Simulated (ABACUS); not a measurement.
The system is Ni.

```xyz
2
Lattice="2.4480 0.0000 0.0000 -1.2240 2.1201 0.0000 0.0000 0.0000 4.0728" Properties=species:S:1:pos:R:3 pbc="T T T"
Ni    1.2240    0.7067    3.0546
Ni    0.0000    1.4134    1.0182
```

This isn't the form of Ni at room conditions, which is fcc.

- Program: ABACUS 3.10.1
- Task: relaxation of cell and atoms
- Functional: RPBE
- Potentials or basis: SG15 ONCV 1.2 PBE
- Cutoff: 1333 eV
- Density cutoff: 5333 eV
- Basis: plane waves
- k mesh: 8 × 8 × 5
- Occupations: fermi-dirac, width 0.05 eV
- Spin: collinear spin, ferromagnetic start
- Starting moments: [1.0, 1.0] μB

At the start: pressure 17.1 GPa; volume 10.57 Å³/atom.

Task: Where does the relaxation end?

Result: Over 6 steps the energy falls by 45.2 meV/atom and the volume is 11.49 Å³/atom (+8.7 %); space group P6_3/mmc (No. 194, to 0.05 Å); moment 1.35 μB per cell.

The path:
```tsv
step	energy change (eV)	largest force (eV/Å)	pressure (GPa)	volume (Å³)
1	0.0000	0.0000	17.11	21.14
2	-0.0174	0.0000	-11.09	24.92
3	-0.0904	0.0000	-0.15	23.00
4	-0.0904	0.0000	-0.17	23.00
5	-0.0904	0.0000	0.13	22.96
6	-0.0904	0.0000	-0.06	22.98
```

Final structure:
```cif
data_structure
_symmetry_space_group_name_H-M 'P 1'
_symmetry_Int_Tables_number 1
_cell_length_a 2.5171
_cell_length_b 2.5171
_cell_length_c 4.1877
_cell_angle_alpha 90.000
_cell_angle_beta 90.000
_cell_angle_gamma 120.000
_cell_volume 22.98
loop_
_atom_site_label
_atom_site_type_symbol
_atom_site_fract_x
_atom_site_fract_y
_atom_site_fract_z
_atom_site_occupancy
Ni1 Ni 0.66667 0.33333 0.75000 1
Ni2 Ni 0.33333 0.66667 0.25000 1
```

Caveat: the k mesh is coarse (spacing up to 0.37 Å⁻¹), so the values aren't converged; the shape was held while the volume relaxed; the potentials were made for another functional, which shifts forces and pressure.
